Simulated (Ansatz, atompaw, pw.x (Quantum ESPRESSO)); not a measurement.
# Equation-of-state test of one PAW (atompaw) potential (S (Z = 16))

* Element: S
* Generator: atompaw 4.2.0.5
* Type: PAW
* Functional: PBE
* Relativity: scalar-relativistic
* Frozen core: [Ne]
* Valence charge: 6
* Reference configuration: 3s2 3p4
* Partial waves: 3s (bound): rc 1.50 bohr; 3s channel at 2.55 Ry: rc 1.50 bohr; 3p (bound): rc 1.50 bohr; 3p channel at 1.05 Ry: rc 1.50 bohr; 3d channel at 0.05 Ry: rc 1.50 bohr
* Local potential: ultrasoft scheme with l = 3 at -0.5 Ry, radius 1.35 bohr
* Core correction: smooth core density matched at 1.25 bohr
* Augmentation charge: sinc compensation charge, radius 1.25 bohr; PAW radius 1.50 bohr; waves and projectors: custom rrkj vanderbiltortho

Crystal test: fcc S in pw.x 7.5, no spin, 14³ k-points, Fermi–Dirac smearing 0.01 Ry, cutoffs 45/450 Ry. The lattice is a test structure that the element need not adopt, and mesh and smearing are coarse.

pw.x input:

```
&control
  calculation='scf', prefix='x', pseudo_dir='./', outdir='./tmp', tstress=.true., disk_io='none'
/
&system
  ibrav=0, nat=1, ntyp=1, ecutwfc=45, ecutrho=450, nbnd=10,
  occupations='smearing', smearing='fd', degauss=0.01
/
&electrons
  conv_thr=1e-09, mixing_beta=0.4, electron_maxstep=70
/
ATOMIC_SPECIES
S 1.0 S.UPF
CELL_PARAMETERS angstrom
  0.00000000 1.99753864 1.99753864
  1.99753864 0.00000000 1.99753864
  1.99753864 1.99753864 0.00000000
ATOMIC_POSITIONS crystal
S 0.0000 0.0000 0.0000
K_POINTS automatic
14 14 14 0 0 0
```

```bash
pw.x < S.scf.in > S.scf.out
```

**Question.** How does the run end?

**Answer.** It converges; the pressure is -0.11 GPa against -0.09 GPa from all-electron LAPW.  The log shows:

```
     number of electrons       =         6.00
     number of Kohn-Sham states=           10
     kinetic-energy cutoff     =      45.0000  Ry
     charge density cutoff     =     450.0000  Ry
     scf convergence threshold =      1.0E-09
     Exchange-correlation= SLA PW PBX PBC
     number of k points=   104  Fermi-Dirac smearing, width (Ry)=  0.0100
     negative rho (up, down):  2.281E-02 0.000E+00
     iteration #  1     ecut=    45.00 Ry     beta= 0.40
     negative rho (up, down):  2.268E-02 0.000E+00
     total energy              =     -66.20011918 Ry
     estimated scf accuracy    <       0.00078795 Ry
     iteration #  2     ecut=    45.00 Ry     beta= 0.40
     negative rho (up, down):  2.256E-02 0.000E+00
     total energy              =     -66.20010800 Ry
     estimated scf accuracy    <       0.00019243 Ry
     iteration #  3     ecut=    45.00 Ry     beta= 0.40
     negative rho (up, down):  2.256E-02 0.000E+00
     total energy              =     -66.20012665 Ry
     estimated scf accuracy    <       0.00000277 Ry
     iteration #  4     ecut=    45.00 Ry     beta= 0.40
     negative rho (up, down):  2.255E-02 0.000E+00
     total energy              =     -66.20012709 Ry
     estimated scf accuracy    <       0.00000003 Ry
     iteration #  5     ecut=    45.00 Ry     beta= 0.40
     negative rho (up, down):  2.255E-02 0.000E+00
     total energy              =     -66.20012709 Ry
     estimated scf accuracy    <          6.1E-09 Ry
     iteration #  6     ecut=    45.00 Ry     beta= 0.40
     negative rho (up, down):  2.255E-02 0.000E+00
     the Fermi energy is     8.9927 ev
!    total energy              =     -66.20012710 Ry
     estimated scf accuracy    <          8.7E-12 Ry
     smearing contrib. (-TS)   =      -0.00394909 Ry
     convergence has been achieved in   6 iterations
     negative rho (up, down):  2.255E-02 0.000E+00
          total   stress  (Ry/bohr**3)                   (kbar)     P=       -1.10
     Message from routine punch:
     Nothing written, as per user request (disk_io='none')
```
